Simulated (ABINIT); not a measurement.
**ZnS: equation of state with r2SCAN**

**What was measured.**

From “Electronic, vibrational, and thermodynamic properties of ZnS (zincblende and rocksalt structure)”, 2009, arxiv:0911.5022, for a bulk crystal of ZnS: bulk modulus 76.9 GPa.

The system is ZnS.

```xyz
2
Lattice="0.0000 2.7020 2.7020 2.7020 0.0000 2.7020 2.7020 2.7020 0.0000" Properties=species:S:1:pos:R:3 pbc="T T T"
Zn    4.0530    4.0530    4.0530
S     0.0000    0.0000    0.0000
```

```json
{"Program": "ABINIT 10.8.3 (patched build)", "Task": "equation of state", "Functional": "r2SCAN", "Potentials or basis": "JTH PAW PBE v2.0", "Cutoff": "707 eV", "k mesh": "9 × 9 × 9", "Occupations": "fermi-dirac, width 0.05 eV", "Spin": "no spin polarisation", "Fine-grid cutoff": "1306.15 eV"}
```

```yaml
Equilibrium_volume: 19.59 Å³/atom
Bulk_modulus: 79 GPa
Pressure_derivative_of_the_bulk_modulus: 4.3
```

Energy against volume, from the lowest point:
```csv
volume (Å³/atom),energy (meV/atom)
18.543,14.86
18.938,5.38
19.332,0.57
19.727,0.00
20.121,3.17
20.516,9.75
20.910,19.41
```

It took 12 min on 1 thread of Intel(R) Xeon(R) 6975P-C (Granite Rapids) (shared host), peak memory 0.19 GiB.

A measured bulk modulus of ZnS is 76.9 GPa (quoted in “Electronic, vibrational, and thermodynamic properties of ZnS (zincblende and rocksalt structure)”, 2009, arxiv:0911.5022); the calculated 79 GPa misses it by +2.8 %. The fit is for a static lattice scaled at fixed shape and fixed fractional positions.

Caveat: pressures at fixed basis lie under the slope of the energies; the PAW data sets were made with another functional, which shifts forces and pressure a little.
